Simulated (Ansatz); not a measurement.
# Ge: the cost of one run

Method: DFT PBE, scalar-relativistic, plane waves, PAW, in Ansatz 0.2.0.

## (1) The starting structure

It takes space group P6_3/mmc (No. 194, hexagonal). The conventional cell has a = 3.998 Å, b = 3.998 Å, c = 6.599 Å, α = 90.00°, β = 90.00°, γ = 120.00°. Around Ge (site symmetry 3m) lie 4 Ge at 2.45 to 2.47 Å.

Structure file:

```xyz
48
Lattice="-5.9964 3.4620 6.5994 5.9964 -3.4620 6.5994 5.9964 10.3860 -6.5994" Properties=species:S:1:pos:R:3 pbc="T T T"
Ge   -1.9988    1.1540    7.0145
Ge    3.9976   -2.3080    7.0145
Ge    1.9988    1.1540    0.4151
Ge    1.9988    1.1540    7.0145
Ge    0.0000    4.6160    0.4151
Ge    0.0000    4.6160    7.0145
Ge    3.9976    4.6160    7.0145
Ge    3.9976    4.6160    0.4151
Ge    7.9952    4.6160    0.4151
Ge    1.9988    8.0780    0.4151
Ge    5.9964    8.0780    0.4151
Ge    0.0000   11.5400    0.4151
Ge    1.9988   -1.1540    3.7148
Ge    1.9988   -1.1540   10.3142
Ge    0.0000    2.3080    3.7148
Ge    0.0000    2.3080   10.3142
Ge   -1.9988    5.7700    3.7148
Ge    3.9976    2.3080    3.7148
Ge    7.9952    2.3080    3.7148
Ge    1.9988    5.7700    3.7148
Ge    5.9964    5.7700    3.7148
Ge    0.0000    9.2320    3.7148
Ge    3.9976    9.2320    3.7148
Ge    3.9976    9.2320   -2.8846
Ge   -1.9988    1.1540    2.8846
Ge   -1.9988    1.1540    9.4840
Ge    1.9988    1.1540    9.4840
Ge    1.9988    1.1540    2.8846
Ge    5.9964    1.1540    2.8846
Ge    0.0000    4.6160    2.8846
Ge    3.9976    4.6160    2.8846
Ge   -1.9988    8.0780    2.8846
Ge    1.9988    8.0780    2.8846
Ge    7.9952    4.6160    2.8846
Ge    5.9964    8.0780   -3.7148
Ge    5.9964    8.0780    2.8846
Ge   -3.9976    2.3080    6.1843
Ge    1.9988   -1.1540    6.1843
Ge    5.9964   -1.1540    6.1843
Ge    0.0000    2.3080    6.1843
Ge    3.9976    2.3080    6.1843
Ge   -1.9988    5.7700    6.1843
Ge    1.9988    5.7700    6.1843
Ge    1.9988    5.7700   -0.4151
Ge    5.9964    5.7700   -0.4151
Ge    5.9964    5.7700    6.1843
Ge    3.9976    9.2320   -0.4151
Ge    3.9976    9.2320    6.1843
```

The runs take a perfect supercell of 48 atoms; the defect goes to fractional position (0.250, 0.333, 0.667).

## (2) The perfect supercell

input.yaml reads:

```yaml
crystal:
  lattice:
    - [-5.996379, 3.462011, 6.599378]
    - [5.996379, -3.462011, 6.599378]
    - [5.996379, 10.386033, -6.599378]
  atoms:
    - { symbol: Ge, position: [0.698117, 0.364784, 0.0] }
    - { symbol: Ge, position: [0.198117, 0.864784, 0.0] }
    - { symbol: Ge, position: [0.03145, 0.198117, 0.166667] }
    - { symbol: Ge, position: [0.53145, 0.698117, 0.166667] }
    - { symbol: Ge, position: [0.364784, 0.031451, 0.333333] }
    - { symbol: Ge, position: [0.864784, 0.531451, 0.333333] }
    - { symbol: Ge, position: [0.698117, 0.864784, 0.5] }
    - { symbol: Ge, position: [0.198117, 0.364784, 0.5] }
    - { symbol: Ge, position: [0.03145, 0.698117, 0.666667] }
    - { symbol: Ge, position: [0.53145, 0.198117, 0.666667] }
    - { symbol: Ge, position: [0.364784, 0.531451, 0.833333] }
    - { symbol: Ge, position: [0.864784, 0.031451, 0.833333] }
    - { symbol: Ge, position: [0.114784, 0.448117, 0.0] }
    - { symbol: Ge, position: [0.614784, 0.948117, 0.0] }
    - { symbol: Ge, position: [0.448117, 0.28145, 0.166667] }
    - { symbol: Ge, position: [0.948117, 0.78145, 0.166667] }
    - { symbol: Ge, position: [0.781451, 0.114784, 0.333333] }
    - { symbol: Ge, position: [0.281451, 0.614784, 0.333333] }
    - { symbol: Ge, position: [0.114784, 0.948117, 0.5] }
    - { symbol: Ge, position: [0.614784, 0.448117, 0.5] }
    - { symbol: Ge, position: [0.448117, 0.78145, 0.666667] }
    - { symbol: Ge, position: [0.948117, 0.28145, 0.666667] }
    - { symbol: Ge, position: [0.781451, 0.614784, 0.833333] }
    - { symbol: Ge, position: [0.281451, 0.114784, 0.833333] }
    - { symbol: Ge, position: [0.385216, 0.051883, 0.0] }
    - { symbol: Ge, position: [0.885216, 0.551883, 0.0] }
    - { symbol: Ge, position: [0.718549, 0.885216, 0.166667] }
    - { symbol: Ge, position: [0.218549, 0.385216, 0.166667] }
    - { symbol: Ge, position: [0.051883, 0.71855, 0.333333] }
    - { symbol: Ge, position: [0.551883, 0.21855, 0.333333] }
    - { symbol: Ge, position: [0.385216, 0.551883, 0.5] }
    - { symbol: Ge, position: [0.885216, 0.051883, 0.5] }
    - { symbol: Ge, position: [0.718549, 0.385216, 0.666667] }
    - { symbol: Ge, position: [0.218549, 0.885216, 0.666667] }
    - { symbol: Ge, position: [0.051883, 0.21855, 0.833333] }
    - { symbol: Ge, position: [0.551883, 0.71855, 0.833333] }
    - { symbol: Ge, position: [0.801883, 0.135216, 0.0] }
    - { symbol: Ge, position: [0.301883, 0.635216, 0.0] }
    - { symbol: Ge, position: [0.135216, 0.968549, 0.166667] }
    - { symbol: Ge, position: [0.635216, 0.468549, 0.166667] }
    - { symbol: Ge, position: [0.46855, 0.801883, 0.333333] }
    - { symbol: Ge, position: [0.96855, 0.301883, 0.333333] }
    - { symbol: Ge, position: [0.801883, 0.635216, 0.5] }
    - { symbol: Ge, position: [0.301883, 0.135216, 0.5] }
    - { symbol: Ge, position: [0.135216, 0.468549, 0.666667] }
    - { symbol: Ge, position: [0.635216, 0.968549, 0.666667] }
    - { symbol: Ge, position: [0.46855, 0.301883, 0.833333] }
    - { symbol: Ge, position: [0.96855, 0.801883, 0.833333] }
basis:
  ecutwfc: 420
  fft_grid_basis: typed
kpoints:
  mp_grid: { grid: [2, 2, 2] }
hamiltonian:
  xc: pbe
  pseudopotentials: { kind: paw }
scf:
  occupations: { method: gaussian, width: 0.05 }
output:
  forces: true
  stress: false
  eigenvalues: true
  bader: false
  write_density: true
  volumetric_format: npy
```

The run is started by

```sh
> ansatz run input.yaml --threads 8 --pin off --max-ram 16384MiB --backend cpu --events-out ev --progress --plain --runs-dir out
```

**Question.** How long does this run take on 8 threads of Intel Xeon Platinum 8259CL at 2.50GHz (Skylake/Cascade Lake), shared host, and how much memory does it need?

About 19 s, with a peak of 8.9 GiB.
